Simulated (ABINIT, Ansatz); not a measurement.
# A GW chain in ABINIT: BP (F-43m), part 3 of 3

Wanted: ground state, empty states, screening and self-energy for BP (F-43m).

ABINIT 10.8.3; PBE and many-body steps on it, plane waves. Known limits of the many-body steps: not at the basis limit.

So far. Step 4 (Empty states on the mesh, 6×6×6 mesh, 436 bands): On this mesh the gap is 1.347 eV. The earlier step found 1.280 eV, so this mesh misses an edge. Step 5 (Screening, 6×6×6 mesh, 428 bands, screening to 435.4 eV): Local fields lower ε∞ by 9 %.

## Step 6: Self-energy, 6×6×6 mesh, 428 bands, screening to 435.4 eV

The self-energy is evaluated for the states that the input lists, and the levels follow from it, in one-shot runs by the linearised quasiparticle equation.

This step: G0W0 on PBE, plane waves, norm-conserving pseudopotentials.

run.abi reads:

```
acell 3*1.0 Angstrom
rprim 
  0.000000000000 2.269000000000 2.269000000000
  2.269000000000 0.000000000000 2.269000000000
  2.269000000000 2.269000000000 0.000000000000
ntypat 2
znucl 5 15
natom 2
typat 1 2
xred 
  0.000000000000 0.000000000000 0.000000000000
  0.250000000000 0.250000000000 0.250000000000
pp_dirpath "pseudos"
pseudos "B.upf, P.upf"
ecut 34
ngkpt 6 6 6
nshiftk 1
shiftk 0 0 0
kptopt 1
chksymbreak 0
istwfk *1
occopt 1
irdwfk 1
optdriver 4
nband 428
gwcalctyp 0
ecutsigx 34
symsigma 1
nkptgw 2
kptgw 
  0.0000000000 0.0000000000 0.0000000000
  0.5000000000 0.5000000000 0.0000000000
bdgw 
  2 7
  3 6
ecuteps 16
irdscr 1
ppmodel 1
indata_prefix "in"
outdata_prefix "out"
tmpdata_prefix "tmp"
```

On the command line:

```
> OMP_NUM_THREADS=1 mpirun -n 4 abinit run.abi > log
```

Numbers of over 12 decimals in the logs are rounded to 6 here.

What it wrote:

```text
.Version 10.8.3 of ABINIT. v10.8.2 released Aug 2026.

 Symmetries : space group F-4 3 m (#216); Bravais cF (face-center cubic)
[... echo of the input left out ...]
== DATASET  1 ==================================================================
-   mpi_nproc: 4, omp_nthreads: 1 (-1 if OMP is not activated)

--- !DatasetInfo
iteration_state: {dtset: 1, }
dimensions: {natom: 2, nkpt: 16, mband: 428, nsppol: 1, nspinor: 1, nspden: 1, mpw: 1524, }
cutoff_energies: {ecut:  34.0, pawecutdg:  -1.0, }
electrons: {nelect:   8.00000000E+00, charge:   0.00000000E+00, occopt:   1.00000000E+00, tsmear:   1.00000000E-02, }

 SIGMA: Calculation of the GW corrections

 Based on a program developped by R.W. Godby, V. Olevano, G. Onida, and L. Reining.
 Incorporated in ABINIT by V. Olevano, G.-M. Rignanese, and M. Torrent.
.Using double precision arithmetic ; gwpc =  8

[... cell and pseudopotentials left out ...]
--------------------------------------------------------------------------------

 ==== K-mesh for the wavefunctions ====
 Number of points in the irreducible wedge :    16
[... list of points left out ...]
 Together with 24 symmetry operations and time-reversal symmetry
 yields   216 points in the full Brillouin Zone.

 ==== Q-mesh for screening function ====
 Number of points in the irreducible wedge :    16
[... list of points left out ...]
 Together with 24 symmetry operations and time-reversal symmetry
 yields   216 points in the full Brillouin Zone.

 vcoul_init : cutoff-mode = AUXILIARY_FUNCTION
 q-points for optical limit:   1
     1)      0.000010    0.000020    0.000030
 setmesh: FFT mesh size selected  =    32x   32x   32
          total number of points  =        32768

 Number of electrons calculated from density =    8.0000; Expected =    8.0000
 average of density, n =  0.050741
 r_s =    1.6757
 omega_plasma =   21.7288 [eV]

 === KS Band Gaps ===
  >>>> For spin  1
   Minimum direct gap =   3.4068 [eV], located at k-point      :   0.0000  0.0000  0.0000
   Fundamental gap    =   1.3473 [eV], Top of valence bands at :   0.0000  0.0000  0.0000
                                       Bottom of conduction at :   0.5000  0.5000  0.0000
 SIGMA fundamental parameters:
 PLASMON POLE MODEL  1
 number of plane-waves for SigmaX                 1459
 number of plane-waves for SigmaC and W            531
 number of plane-waves for wavefunctions          1459
 number of bands                                   428
 number of independent spin polarizations            1
 number of spinorial components                      1
 number of k-points in IBZ                          16
 number of q-points in IBZ                          16
 number of symmetry operations                      24
 number of k-points in BZ                          216
 number of q-points in BZ                          216
 number of frequencies for dSigma/dE                 9
 frequency step for dSigma/dE [eV]                0.25
 number of omega for Sigma on real axis              0
 max omega for Sigma on real axis  [eV]           0.00
 zcut for avoiding poles [eV]                     0.10

 EPSILON^-1 parameters (SCR file):
 dimension of the eps^-1 matrix on file            531
 dimension of the eps^-1 matrix used               531
 number of plane-waves for wavefunctions          1459
 number of bands                                   428
 number of q-points in IBZ                          16
 number of frequencies                               2
 number of real frequencies                          1
 number of imag frequencies                          1

 matrix elements of self-energy operator (all in [eV])

 Perturbative Calculation

--- !SelfEnergy_ee
iteration_state: {dtset: 1, }
kpoint     : [   0.000,    0.000,    0.000, ]
spin       : 1
KS_gap     :    3.407
QP_gap     :    4.296
Delta_QP_KS:    0.889
data: !SigmaeeData |
     Band     E0 <VxcDFT>   SigX SigC(E0)      Z dSigC/dE  Sig(E)    E-E0       E
        2   7.266 -13.300 -15.048   0.816   0.791  -0.264 -14.037  -0.738   6.528
        3   7.266 -13.300 -15.048   0.816   0.791  -0.264 -14.037  -0.738   6.528
        4   7.266 -13.300 -15.048   0.816   0.791  -0.264 -14.037  -0.738   6.528
        5  10.672 -12.025  -7.238  -4.596   0.793  -0.261 -11.873   0.152  10.824
        6  10.672 -12.025  -7.238  -4.596   0.793  -0.261 -11.873   0.152  10.824
        7  10.672 -12.025  -7.238  -4.596   0.793  -0.261 -11.873   0.152  10.824

--- !SelfEnergy_ee
iteration_state: {dtset: 1, }
kpoint     : [   0.500,    0.500,    0.000, ]
spin       : 1
KS_gap     :    5.461
QP_gap     :    6.367
Delta_QP_KS:    0.906
data: !SigmaeeData |
     Band     E0 <VxcDFT>   SigX SigC(E0)      Z dSigC/dE  Sig(E)    E-E0       E
        3   3.152 -12.497 -15.992   2.335   0.772  -0.296 -13.392  -0.895   2.257
        4   3.152 -12.497 -15.992   2.335   0.772  -0.296 -13.392  -0.895   2.257
        5   8.613 -10.826  -6.523  -4.290   0.804  -0.243 -10.815   0.011   8.624
        6   8.933 -10.680  -6.271  -4.331   0.809  -0.236 -10.617   0.063   8.996

== END DATASET(S) ==============================================================
================================================================================

 -outvars: echo values of variables after computation  --------
           etotal      0.0000000000E+00
            nband         428
             nkpt          16
          spgroup         216
 [... the other variables as echoed above ...]

 Calculation completed.
```

The job ended after 5.6 min (4 MPI ranks of Intel Xeon 6975P-C (Granite Rapids), shared host; peak memory 3.6 GiB).

This step gave:

- G0W0 gap on the points computed: 2.096 eV
- starting gap on the mesh: 1.347 eV
- k of the valence top: 0, 0, 0
- k of the conduction bottom: 0.5, 0.5, 0
- Z at the valence top: 0.791
- Z at the conduction bottom: 0.804
- least direct G0W0 gap on the computed points: 4.296 eV

The gap on the mesh goes from 1.35 eV to 2.10 eV, a correction of +0.75 eV. The start differs from the 1.28 eV found before because the two sample other k points.

Limits: finite bands, cutoff and mesh. v1 is the top filled band, c1 the lowest empty one. The levels before and after the correction (eV, zero at the valence-band top of each column):

```tsv
	conduction bottom	valence top
Kohn-Sham	1.35	0.00
G0W0	2.10	0.00
```

```tsv
	level	energy (eV)
Kohn-Sham	Γ v3-v1	0.000
Kohn-Sham	Γ c1-c3	3.407
Kohn-Sham	(0.5 0.5 0) v2-v1	-4.114
Kohn-Sham	(0.5 0.5 0) c1	1.347
Kohn-Sham	(0.5 0.5 0) c2	1.667
G0W0	Γ v3-v1	0.000
G0W0	Γ c1-c3	4.296
G0W0	(0.5 0.5 0) v2-v1	-4.271
G0W0	(0.5 0.5 0) c1	2.096
G0W0	(0.5 0.5 0) c2	2.468
```

## Step 7: Where the time went

Times are wall times on 4 MPI ranks of Intel Xeon 6975P-C (Granite Rapids), shared host, good to a factor of about two.

```tsv
step	time	share	memory (GiB)
ground state	5.1 s	1 %	0.29
bands along the symmetry lines	4.5 s	1 %	0.27
empty states on the mesh	12 s	1 %	0.77
screening	8.2 min	58 %	3.2
self-energy	5.6 min	40 %	3.6
```

## Step 8: Summary of results

```json
{"PBE gap": "1.26 eV, indirect", "G0W0 gap on the mesh": "2.10 eV", "G0W0 gap over the zone (rigid shift)": "2.01 eV", "GW settings": "6×6×6 mesh, 428 bands, screening to 435.4 eV, Godby-Needs plasmon pole", "known limits": "not at the basis limit"}
```

G0W0 moves the gap on the mesh from 1.35 eV to 2.10 eV (+0.75 eV), with Z of 0.79 and 0.80 at the edges. The mesh misses the band edges by 0.09 eV in all; a rigid shift gives 2.01 eV for the zone. Local fields lower the RPA ε∞ on this mesh from 10.65 to 9.74. Only 2 of the mesh's irreducible points were corrected, so a valley elsewhere could overtake. Bands and cutoff are finite, so the gap is not at the basis limit. The miss can reach some tenths of an eV and take either sign; the mesh is an error of its own. In the G0W0 run levels were corrected at 2 k points alone, so a gap called «on the mesh» is the least over those, and an edge elsewhere would be missed. A denser mesh or path gives a starting gap of 1.26 eV: the GW mesh misses a band edge, so its gaps are not the fundamental one.

[Paths, hosts, dates, memory and timing lines, banners, echoed tables and standing remarks are left out of the program output.]

[Logs are printed without paths, hosts, clocks, repeated set-up lines and the standing remarks that a program may print on its own settings, such as how far it seeks lower states.]

[Runs of the session that timed out or met a known fault of the program may be left out.]

[Hosts, paths, dates, database ids (printed as entryN), source tags and the programs' standing remarks are cut or masked in the printed files.]

[G0W0 gaps are taken among the corrected bands and points alone; a level outside them can change the order at an edge.]

[Where Ansatz stands beside ABINIT at settings called matched, ABINIT's density can come from a denser mesh and the files from another edition; pairs whose starting gaps differed by over 0.03 eV were left out, so agreement reads better than it is.]
